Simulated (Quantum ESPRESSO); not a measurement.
Write the native input for Quantum ESPRESSO 7.5 that does the following.

* Task: single point
* Functional: PBEsol
* Potentials or basis: GBRV 1.5 PBEsol
* Cutoff: 612 eV
* Density cutoff: 4898 eV
* k mesh: 9 × 9 × 5
* Occupations: fermi-dirac, width 0.05 eV
* Spin: no spin polarisation
* Mixing beta: 0.5
* Most SCF iterations: 120
* SCF threshold: 6e-10 Ry

PtS2:

```
Pt S
1.0
     3.54320    0.00000    0.00000
    -1.77160    3.06850    0.00000
     0.00000    0.00000    5.03880
Pt S
1 2
Direct
  0.00000 0.00000 0.00000
  0.66667 0.33333 0.77300
  0.33333 0.66667 0.22700
```

These files were run (other wordings do the same):

pw.in

```
&CONTROL
  calculation = 'scf'
  prefix = 'pwscf'
  outdir = './tmp'
  pseudo_dir = './pseudo'
  tprnfor = .true.
  tstress = .true.
  disk_io = 'low'
/
&SYSTEM
  ibrav = 0
  celldm(1) = 8
  nat = 3
  ntyp = 2
  ecutwfc = 45
  ecutrho = 360
  nbnd = 21
  occupations = 'smearing'
  smearing = 'fd'
  degauss = 0.00367493
/
&ELECTRONS
  conv_thr = 6d-10
  electron_maxstep = 120
  mixing_beta = 0.5
/
ATOMIC_SPECIES
Pt   195.0840 pt_pbesol_v1.4.uspp.F.UPF
S     32.0600 s_pbesol_v1.4.uspp.F.UPF
CELL_PARAMETERS alat
  0.8369597005968   0.0000000000000   0.0000000000000
 -0.4184798502984   0.7248283626632   0.0000000000000
  0.0000000000000   0.0000000000000   1.1902439995955
ATOMIC_POSITIONS crystal
Pt     0.0000000000    0.0000000000    0.0000000000
S      0.6666666667    0.3333333333    0.7730000000
S      0.3333333333    0.6666666667    0.2270000000
K_POINTS automatic
9 9 5 0 0 0
```

pp_density.in

```
&INPUTPP
  prefix = 'pwscf'
  outdir = './tmp'
  filplot = 'density.dat'
  plot_num = 0
/
&PLOT
  nfile = 1
  filepp(1) = 'density.dat'
  iflag = 3
  output_format = 6
  fileout = 'density.cube'
/
```

pp_potential.in

```
&INPUTPP
  prefix = 'pwscf'
  outdir = './tmp'
  filplot = 'potential.dat'
  plot_num = 11
/
&PLOT
  nfile = 1
  filepp(1) = 'potential.dat'
  iflag = 3
  output_format = 6
  fileout = 'potential.cube'
/
```

Potentials or basis: GBRV 1.5 PBEsol.

Command:

```bash
$ OMP_NUM_THREADS=1 mpirun -n 2 pw.x -nk 2 -in pw.in > pw.out
$ OMP_NUM_THREADS=1 mpirun -n 1 pp.x -in pp_density.in > pp_density.out
$ OMP_NUM_THREADS=1 mpirun -n 1 pp.x -in pp_potential.in > pp_potential.out
```

It gave:

```json
{
 "Pressure": "6.0 GPa",
 "Largest force": "0.940 eV/Å",
 "Band gap on the k mesh": "0.95 eV, indirect (least direct gap 0.99 eV)"
}
```

Caveat: spin-orbit coupling is left out, which moves the levels of the heavy elements; an odd mesh through Γ misses points on the zone boundary, where band edges often lie.

It took 30 s on 2 MPI ranks on Arm Neoverse V1 (shared host), peak memory 0.28 GiB a rank.
